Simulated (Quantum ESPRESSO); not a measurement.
The system is Cu.

```
CELL_PARAMETERS angstrom
-1.45399 1.46431 1.37398
1.44871 -1.46799 1.37231
1.42515 1.43915 -1.37783
ATOMIC_POSITIONS crystal
Cu 0.00000 0.00000 0.00000
```

This isn't the form of Cu at room conditions, which is fcc.

Base run:

| Quantity | Value |
| --- | --- |
| Program | Quantum ESPRESSO 7.5 |
| Functional | PBE |
| Potentials or basis | SSSP 1.3 efficiency PBE |
| Cutoff | 748 eV |
| Density cutoff | 5987 eV |
| k mesh | 13 × 13 × 13 |
| Occupations | fermi-dirac, width 0.05 eV |
| Spin | no spin polarisation |

Its results: band gap on the k mesh none (metal or under the smearing width); pressure 7.1 GPa.

Problem. The run is repeated on the same cell with these changes: functional from PBE to SOGGA; occupations from fermi-dirac, width 0.05 eV to gaussian, width 0.2 eV. What comes out?

Solution. Band gap on the k mesh none (metal or under the smearing width); pressure -3.5 GPa.

Caveats: the potentials were made for another functional, which shifts forces and pressure (some runs); SOGGA exchange is joined with the correlation of PBE here (some runs).
